The compound AlPt in its CsCl-type cell has one Al and one Pt atom, each surrounded by eight of the other kind. The table gives its density of states: how many electron states the crystal offers per eV and cell at each energy, counted from the Fermi level. The columns headed DOS show how much of this total belongs to the Pt 5d, Al 3p, Al 3s and Pt 6s orbitals; others, such as Pt 6p, aren't listed, so the columns needn't add up to the total. The three lowest energies are left open, and the problem is to work out what happens there.

Density of states of CsCl-type AlPt (a = 3.090 Å), computed with Ansatz 0.2.0 (PBEsol, plane-wave PAW, scalar-relativistic, no spin polarisation, cutoff 420 eV). The k mesh is 14×14×14 with 0.1 eV Gaussian smearing for self-consistency and 21×21×21 with tetrahedra for the states. Energies count from the Fermi level, values are averages over 0.2 eV bins, and orbital parts are Löwdin projections.

| energy (eV) | density of states total (states/eV/cell) | DOS Pt 5d (states/eV/cell) | DOS Al 3p (states/eV/cell) | DOS Al 3s (states/eV/cell) | DOS Pt 6s (states/eV/cell) |
| --- | --- | --- | --- | --- | --- |
| -7.95 | ? | ? | ? | ? | ? |
| -7.55 | ? | ? | ? | ? | ? |
| -7.15 | ? | ? | ? | ? | ? |
| -6.75 | 0.620 | 0.29 | 0.1400 | 0.14 | 0.0300 |
| -6.35 | 0.740 | 0.36 | 0.2000 | 0.1 | 0.0700 |
| -5.95 | 1.740 | 1.05 | 0.4200 | 0.11 | 0.1500 |
| -5.55 | 2.200 | 1.62 | 0.3800 | 0.1 | 0.0900 |
| -5.15 | 1.840 | 1.56 | 0.2400 | 0.01 | 0.0100 |
| -4.75 | 1.760 | 1.47 | 0.2700 | 0 | 0.0000 |
| -4.35 | 1.710 | 1.44 | 0.2100 | 0 | 0.0300 |
| -3.95 | 3.200 | 2.75 | 0.3200 | 0.02 | 0.0700 |
| -3.55 | 3.860 | 3.37 | 0.3200 | 0.03 | 0.1000 |
| -3.15 | 2.920 | 2.5 | 0.3000 | 0.02 | 0.0400 |
| -2.75 | 2.140 | 1.85 | 0.2000 | 0.02 | 0.0300 |
| -2.35 | 0.630 | 0.42 | 0.1500 | 0.01 | 0.0200 |
| -1.95 | 0.440 | 0.29 | 0.1100 | 0.01 | 0.0200 |
| -1.55 | 0.330 | 0.22 | 0.0700 | 0.01 | 0.0200 |
| -1.15 | 0.320 | 0.21 | 0.0800 | 0 | 0.0200 |
| -0.75 | 1.470 | 0.98 | 0.2900 | 0.05 | 0.1200 |
| -0.35 | 0.850 | 0.44 | 0.2600 | 0.06 | 0.0600 |
| 0.05 | 0.670 | 0.27 | 0.2400 | 0.07 | 0.0400 |
| 0.45 | 0.560 | 0.19 | 0.2300 | 0.07 | 0.0300 |
| 0.85 | 0.480 | 0.13 | 0.2000 | 0.08 | 0.0200 |
| 1.25 | 0.530 | 0.12 | 0.1800 | 0.08 | 0.1000 |
| 1.65 | 0.600 | 0.1 | 0.1700 | 0.12 | 0.1400 |
| 2.05 | 0.750 | 0.11 | 0.1500 | 0.21 | 0.2000 |
| 2.45 | 0.870 | 0.12 | 0.1700 | 0.29 | 0.1800 |
| 2.85 | 0.850 | 0.11 | 0.2100 | 0.28 | 0.1400 |
| 3.25 | 0.850 | 0.1 | 0.2500 | 0.27 | 0.1200 |
| 3.65 | 0.880 | 0.1 | 0.3100 | 0.26 | 0.1000 |
| 4.05 | 0.870 | 0.09 | 0.3700 | 0.21 | 0.0900 |
| 4.45 | 0.820 | 0.08 | 0.3800 | 0.17 | 0.0800 |
| 4.85 | 0.780 | 0.07 | 0.3800 | 0.13 | 0.0800 |
| 5.25 | 0.760 | 0.06 | 0.3800 | 0.1 | 0.0900 |
| 5.65 | 1.090 | 0.09 | 0.5400 | 0.07 | 0.2000 |

**(a) The main Pt 5d band lies between about −6 and −2.75 eV. Do the states of the crystal end just below it, and if not, how many electrons sit deeper and in what kind of state?**

*Solution.* Consider first a crystal in which only the Pt 5d orbitals matter. They are compact and overlap weakly with their neighbours, so their band is narrow, and below its lower edge the density of states would drop to zero. Whether AlPt is near this limit can be tested by counting electrons.

Al brings 3 valence electrons and Pt brings 10, so the occupied states must hold 13. The rows are 0.4 eV apart, and each can stand for a strip of that width. Added up to the Fermi level, the known rows hold about 10.8 electrons. About 2.2 are left for energies below −6.95 eV, where the lowest known strip ends.

Each row is an average over only 0.2 eV, so half of the energy range is sampled and the count may be off by perhaps half an electron. Even so, the remainder is far from zero. It is close to two, which is what a single band holds.

Band theory tells what kind of band this is. The lowest state of the crystal has the same phase in every cell, and the s orbitals of Al and Pt add up between the atoms. In this cubic cell symmetry forbids s orbitals to mix with p or d orbitals in a state of that kind. Mixing sets in as the wavelength shortens and the energy rises, so the band should start as pure s and take up Pt 5d and Al 3p on its way up.

**(b) Predict the total density of states at −7.15, −7.55 and −7.95 eV, with an error bar, and say how the orbital mix should change.**

*Solution.* Near the bottom of a broad band the electrons move almost as free particles with some effective mass. The density of states then follows a square root,

$$g(E)=A\sqrt{E-E_0},$$

where $E_0$ is the bottom of the band and $A$ an amplitude. If the band reaches a width $W$ below the edge of the known rows and has the height $g_\mathrm{top}$ there, it holds $N=\tfrac{2}{3}\,W g_\mathrm{top}$ electrons. The electron count and the height at the edge together fix the width.

For the height, take the mean of the two lowest known rows, 0.68 states/eV. With $N=2.19$ the width is $1.5\times 2.19/0.68\approx 4.8$ eV, which puts the bottom near −11.8 eV. The amplitude is then fitted to the same two rows, at −6.75 and −6.35 eV, because the main 5d band dominates above them. The result is $A\approx 0.298$; in the printout after this text the remaining rows are set to zero in this fit and carry no weight, so its rms is no measure of quality.

The row at −7.55 eV, which is not part of the fit, serves as the worked case. It lies $11.78-7.55=4.23$ eV above the modelled bottom. The square root of 4.23 is 2.06, and multiplied by 0.298 this gives 0.61 states/eV. The same step gives the other two rows:

| energy (eV) | forecast (states/eV/cell) | range |
|---|---|---|
| −7.15 | 0.64 | 0.39 to 0.89 |
| −7.55 | 0.61 | 0.36 to 0.86 |
| −7.95 | 0.58 | 0.33 to 0.83 |

The electron count is not the main source of error. Half an electron more or less moves the forecast at −7.95 eV only between 0.55 and 0.60, because the curve is tied to the known rows just above. The weak point is the shape. The two fitted rows are already almost half Pt 5d, so the form for nearly free particles is stretched there. A square root is also smooth, whereas a real band can pile up states where it meets the boundary of the Brillouin zone, and the judged error of ±0.25 is mainly meant to cover such humps.

The opposite limit, wholly free electrons in a cell of this size, gives lower values, between 0.47 and 0.50. It spreads the same number of electrons over a wider band.

For the orbital mix, part (a) gives a direction. Al 3s and Pt 6s together make up 27 % of the total at −6.75 eV. At −7.95 eV, closer to the bottom of the band, their share should be larger.

**(c) Compare the forecasts with the computed values. What do the hits and misses show about the band?**

*Solution.*

The withheld rows as computed:

| energy (eV) | density of states total (states/eV/cell) | DOS Pt 5d (states/eV/cell) | DOS Al 3p (states/eV/cell) | DOS Al 3s (states/eV/cell) | DOS Pt 6s (states/eV/cell) |
| --- | --- | --- | --- | --- | --- |
| -7.95 | 0.600 | 0.13 | 0.2100 | 0.15 | 0.1000 |
| -7.55 | 1.430 | 0.69 | 0.2400 | 0.41 | 0.0700 |
| -7.15 | 0.710 | 0.4 | 0.1300 | 0.16 | 0.0100 |

Two of the three forecasts hold. At −7.95 eV the calculation gives 0.60 against a forecast of 0.58, and at −7.15 eV 0.71 against 0.64. The row between them is a clear miss: the computed 1.43 is more than twice the forecast and far outside its range. The allowance for humps was much too small.

The forecast for the orbital mix also holds, since the two s orbitals supply 42 % at −7.95 eV. The change is not steady, however. At −7.15 eV their share is only 24 %, less than at −6.75 eV, and Pt 5d supplies more than half. The good total at that energy therefore doesn't mean that the states there resemble free electrons.

The orbital columns also show what the peak is made of. A separate Pt 5d level lying on top of a smooth s band would raise the 5d part alone. Instead Al 3s rises too, to 0.41 states/eV at −7.55 eV against 0.15 at −7.95 eV and 0.16 at −7.15 eV, while Pt 6s supplies only 0.07. This points to states in which Al 3s and Pt 5d are mixed, though the columns alone can't rule out separate s and d states at the same energy.

States crowd together in energy where a band is flat, that is, where its energy hardly changes with the wave vector. This often happens at the zone boundary, where waves reflected by the lattice form standing waves. Admixed 5d orbitals can flatten a band further, because they overlap weakly with their neighbours. Their share alone doesn't make a peak, though: it is higher at −7.15 eV, where the total is only half as large.

A rough estimate shows that the zone boundary is a plausible place. A free electron reaches the nearest face of the zone at an energy $\hbar^2\pi^2/(2ma^2)$ above the bottom of the band, with $m$ the electron mass and $a$ the cell edge. For this cell that is about 4 eV, which from the modelled bottom leads to roughly −8 eV. The band energies of the same calculation bear this out. The lowest band starts at −11.556 eV and meets the centre of the nearest face at −8.116 eV. From there it climbs along the face and passes the energy of the peak, while a second band comes down towards it from above. The peak thus lies at energies where the lowest band has already reached the boundary. This second band already lies below −6.95 eV at the face centre, so the states left over in part (a) aren't strictly one band. Where the lowest band passes the energy of the peak on this line, it is still climbing. Only the first 20 of the 86 computed band points were at hand, however, and they stop within the energy range of the peak. The flat part itself isn't seen in them, and the explanation remains likely rather than proved.

The peak also changes the picture of the states below it. If each new row again stands for 0.4 eV, the three hold $0.4\times(0.60+1.43+0.71)\approx 1.1$ electrons, half of those that were left over. The square-root band had placed only about 0.7 there. Fewer electrons remain for still lower energies, which fits the computed bottom of the band lying slightly above the modelled one.

For a related compound with a filled d band, the same reasoning gives a first guess. Count the valence electrons, subtract those in the known part of the spectrum, and spread the rest over a broad band that is s-like at its bottom. Tied to the height of the lowest known rows, this can give the background between peaks, as it did in two of the three rows here, but not the peaks themselves. Their positions depend on the shape of the zone, so the peak found here shouldn't be carried over to AlPt in another crystal structure.

What remains open is which part of the zone produces the peak at −7.55 eV. Symmetry suggests the midpoints of the zone's edges. There the Al 3s orbitals around each Pt atom alternate in sign like the four lobes of a 5d orbital, so they can bond with it but not with Pt 6s, which fits the orbital mix in the peak. Band energies over the whole zone, and not just along one line, would show where the bands are flat. Such a calculation should include spin-orbit coupling, which is absent here: Pt 5d supplies nearly half of the peak, and the coupling can shift or split Pt 5d states by tenths of an eV.

Output of the analysis:

```
Electrons counted in known rows up to the Fermi level, per cell: 10.81
Electrons left for energies below the known rows, per cell: 2.191
Lower edge of the known rows, eV: -6.95
Width of the model band below that edge, eV: 4.834
Bottom of the model band, eV: -11.78
fit of target on 32 rows: coefficient of shape 0.2977 +/- 0.0037; rms 0.0117, worst -6.75 0.0479, leave-one-out rms 0.0235
  rows outside the fit (model, value, miss): -7.95 0.5829, 0.6, -0.0171; -7.55 0.6125, 1.43, -0.817; -7.15 0.6408, 0.71, -0.0692
Lower ends of the forecasts from -7.95 up to -7.15 eV, states/eV/cell: -7.95 0.3329, -7.55 0.3625, -7.15 0.3908
Upper ends of the forecasts from -7.95 up to -7.15 eV, states/eV/cell: -7.95 0.8329, -7.55 0.8625, -7.15 0.8908
Forecast at -7.95 eV with half an electron fewer, states/eV/cell: 0.5529
Forecast at -7.95 eV with half an electron more, states/eV/cell: 0.6002
Free-electron values from -7.95 up to -7.15 eV, states/eV/cell: -7.95 0.4691, -7.55 0.486, -7.15 0.5024
Free-electron value less computed value, same rows, states/eV/cell: -7.95 -0.1309, -7.55 -0.944, -7.15 -0.2076
Share of Al 3s and Pt 6s at -6.75 eV, percent: 27.42
Share of Al 3s and Pt 6s at -3.55 eV, percent: 3.368
Share of Al 3s and Pt 6s from -7.95 up to -7.15 eV, percent: -7.95 41.67, -7.55 33.57, -7.15 23.94
Share of Pt 5d at -6.75 eV, percent: 46.77
Share of Pt 5d at -3.55 eV, percent: 87.31
Share of Pt 5d from -7.95 up to -7.15 eV, percent: -7.95 21.67, -7.55 48.25, -7.15 56.34
```
